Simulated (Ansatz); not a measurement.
**Strain and the gap of SiC (P6_3mc)**

SiC (P6_3mc) from a database of computed structures, relaxed with r2SCAN in the PAW code Ansatz. It is hexagonal, P6_3mc (No. 186); a = 3.075 Å, c = 5.048 Å in the conventional setting, 10.34 Å³ an atom. Si has 4 C at 1.88–1.90 Å; C has 4 Si at 1.88–1.90 Å.

The axes x, y and z are those of this cell:
```
CELL_PARAMETERS angstrom
3.07536 0.00000 0.00000
-1.53768 2.66334 0.00000
0.00000 0.00000 5.04811
ATOMIC_POSITIONS crystal
Si 0.33333 0.66667 0.49959
Si 0.66667 0.33333 0.99959
C 0.33333 0.66667 0.87541
C 0.66667 0.33333 0.37541
```

Unstrained: With PBE the valence top lies at Γ and the conduction bottom at K, 2.277 eV higher; the smallest vertical gap, at M, is 3.978 eV. r2SCAN gives an indirect gap of 2.653 eV, from Γ to K; the least direct gap is 4.476 eV at M. With HSE06 the valence top lies at Γ and the conduction bottom at K, 3.160 eV higher; the smallest vertical gap, at M, is 5.060 eV. Meshes: PBE 12×12×6, r2SCAN 12×12×6, HSE06 6×6×4. Strains are changes of length per length. After each strain the atoms were relaxed again with r2SCAN within the symmetry that the strain leaves, so tilts or polar shifts that break it weren't tested; points keep the names that they have in the unstrained zone. No spin polarisation and no zero-point or thermal motion.

Changes of the least gap in eV (an overlap counts as a negative gap):

| strain | volume change (%) | space group | PBE | r2SCAN | HSE06 | energy rise, r2SCAN (meV/atom) |
| --- | --- | --- | --- | --- | --- | --- |
| epitaxial -2.45 % in the xy plane, free normal strain +0.45 % | -4.4 | P6_3mc | -0.326 | -0.320 | -0.317 | 25.8 |
| isotropic -4.94 % on every length | -14.1 | P6_3mc | -0.298 | -0.249 | -0.258 | 186.4 |

Epitaxial -2.45 % in the xy plane, free normal strain +0.45 %. HSE06: the gap goes from 3.160 to 2.843 eV (-0.317 eV); with r2SCAN the top three valence levels at Γ, grouped 2+1 from the top over 112 meV, become 2+1 over 448 meV. Stress change with r2SCAN, compression positive: xx +17.13, yy +17.13, zz -0.03 GPa.

Isotropic -4.94 % on every length. HSE06: the gap goes from 3.160 to 2.902 eV (-0.258 eV); with r2SCAN the top three valence levels at Γ, grouped 2+1 from the top over 112 meV, become 2+1 over 124 meV. Stress change with r2SCAN, compression positive: xx +46.69, yy +46.69, zz +45.47 GPa. For HSE06, dE_g/d ln V = 1.7 eV over this step.

The meshes of the hybrids are coarse, so their gaps aren't converged to the digits shown.

The splittings at Γ are without spin-orbit coupling, which regroups them where it is of like size or larger.
